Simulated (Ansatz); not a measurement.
## KI: levels along high-symmetry lines

```
K I
1.0
     0.00000    3.52455    3.52455
     3.52455    0.00000    3.52455
     3.52455    3.52455    0.00000
K I
1 1
Cartesian
  0.0000 0.0000 0.0000
  3.5246 3.5246 3.5246
```

Atom numbers follow the list: K1, I2.

The cell is COD entry 9009735, as deposited and not checked against the literature; nothing was relaxed.

No spin–orbit coupling, which matters for the heavy atoms here.

All numbers below come from DFT, PBE, all-electron LAPW, scalar-relativistic (Ansatz 0.2.0).

Numerical set-up: a Γ-centred 8×8×8 k mesh, Fermi–Dirac smearing of 0.01 eV, basis error target 1 meV/atom, no spin polarisation.

Points in fractions of the reciprocal vectors of this cell: Γ (0, 0, 0), X (0.5, 0, 0.5), U (0.625, 0.25, 0.625), K (0.375, 0.375, 0.75), L (0.5, 0.5, 0.5), W (0.5, 0.25, 0.75). The path joins them by straight lines in the order Γ–X–U–K–Γ–L–W–X; legs that retrace an earlier one aren't tabulated. Energies are in eV from the top of the valence band.

Metal or insulator at this level of theory?

An insulator or semiconductor: gap 3.98 eV, direct at Γ.

Tabulate bands 13 to 19, counted from the lowest band of the run, along the path.


| k (1/Å) | point | band 13 | band 14 | band 15 | band 16 | band 17 | band 18 | band 19 |
| --- | --- | --- | --- | --- | --- | --- | --- | --- |
| 0.00 | Γ | -11.97 | -10.51 | 0.00 | 0.00 | 0.00 | 3.98 | 6.50 |
| 0.22 |  | -11.97 | -10.46 | -0.32 | -0.07 | -0.07 | 4.47 | 6.14 |
| 0.45 |  | -11.98 | -10.38 | -0.79 | -0.21 | -0.21 | 5.32 | 5.52 |
| 0.67 |  | -11.99 | -10.36 | -0.99 | -0.33 | -0.33 | 5.08 | 5.81 |
| 0.89 | X | -11.99 | -10.37 | -1.01 | -0.37 | -0.37 | 4.93 | 5.79 |
| 0.97 |  | -11.99 | -10.36 | -1.00 | -0.40 | -0.37 | 4.98 | 5.85 |
| 1.05 |  | -11.99 | -10.35 | -0.97 | -0.50 | -0.38 | 5.14 | 6.03 |
| 1.13 |  | -11.99 | -10.33 | -0.92 | -0.62 | -0.38 | 5.35 | 6.31 |
| 1.21 | U | -11.98 | -10.31 | -0.86 | -0.76 | -0.39 | 5.62 | 6.66 |
| 1.34 |  | -11.99 | -10.30 | -0.88 | -0.74 | -0.43 | 5.90 | 6.82 |
| 1.48 |  | -11.99 | -10.30 | -0.90 | -0.68 | -0.49 | 6.36 | 6.54 |
| 1.62 |  | -11.99 | -10.30 | -0.88 | -0.74 | -0.43 | 5.90 | 6.82 |
| 1.75 | K | -11.98 | -10.31 | -0.86 | -0.76 | -0.39 | 5.62 | 6.66 |
| 1.99 |  | -11.98 | -10.28 | -1.04 | -0.61 | -0.36 | 6.30 | 6.74 |
| 2.23 |  | -11.97 | -10.33 | -0.88 | -0.31 | -0.24 | 5.57 | 6.29 |
| 2.46 |  | -11.97 | -10.45 | -0.36 | -0.08 | -0.08 | 4.53 | 6.33 |
| 2.70 | Γ | -11.97 | -10.51 | 0.00 | 0.00 | 0.00 | 3.98 | 6.50 |
| 2.89 |  | -11.97 | -10.47 | -0.26 | -0.05 | -0.05 | 4.37 | 6.43 |
| 3.08 |  | -11.97 | -10.37 | -0.77 | -0.18 | -0.18 | 5.08 | 6.59 |
| 3.28 |  | -11.97 | -10.27 | -1.18 | -0.30 | -0.30 | 5.44 | 7.31 |
| 3.47 | L | -11.97 | -10.23 | -1.33 | -0.34 | -0.34 | 5.54 | 7.73 |
| 3.63 |  | -11.98 | -10.24 | -1.28 | -0.41 | -0.35 | 5.69 | 7.39 |
| 3.78 |  | -11.98 | -10.27 | -1.12 | -0.55 | -0.39 | 6.05 | 6.86 |
| 3.94 |  | -11.99 | -10.30 | -0.90 | -0.68 | -0.49 | 6.36 | 6.54 |
| 4.10 | W | -12.00 | -10.31 | -0.73 | -0.73 | -0.61 | 6.47 | 6.47 |
| 4.21 |  | -12.00 | -10.32 | -0.85 | -0.61 | -0.57 | 5.85 | 6.52 |
| 4.32 |  | -11.99 | -10.34 | -0.93 | -0.49 | -0.49 | 5.36 | 6.20 |
| 4.43 |  | -11.99 | -10.36 | -0.99 | -0.41 | -0.40 | 5.04 | 5.90 |
| 4.55 | X | -11.99 | -10.37 | -1.01 | -0.37 | -0.37 | 4.93 | 5.79 |
